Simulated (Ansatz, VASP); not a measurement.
## Two plane-wave programs on BeH8

```xyz
9
Lattice="0.0000 2.8079 2.8079 2.8079 0.0000 2.8079 2.8079 2.8079 0.0000" Properties=species:S:1:pos:R:3 pbc="T T T"
Be    0.0000    0.0000    0.0000
H     1.4457    2.8079    2.8079
H     4.1700    2.8079    2.8079
H     2.8079    2.8079    1.4457
H     2.8079    2.8079    4.1700
H     2.8079    4.1700    2.8079
H     2.8079    1.4457    2.8079
H     4.2118    4.2118    4.2118
H     2.8079    2.8079    2.8079
```

Alike in both runs: task relaxation of cell and atoms; functional PBE; k mesh 12 × 12 × 12; occupations gaussian, width 0.01 eV; no spin polarisation.

```csv
,VASP,Ansatz
version,VASP 6.6.1,Ansatz 0.2.0
potentials or method,"VASP PAW PBE potentials, release 64 (Be, H)","scalar-relativistic, plane waves, PAW"
plane-wave cutoff (eV),600,420
valence electrons in the cell,10,10
```

VASP gave:

```
gap on the k mesh at the Fermi level, each at its own relaxed structure (eV) : 0.15
relaxed volume (Å³/atom)                                                     : 4.88
relaxed cell length with the largest relative difference (Å)                 : 3.961
```

Problem. Estimate Ansatz's values.

Solution. gap on the k mesh at the Fermi level, each at its own relaxed structure (eV): 0.16; relaxed volume (Å³/atom): 4.88; relaxed cell length with the largest relative difference (Å): 3.961.

A k mesh can miss the band edges.
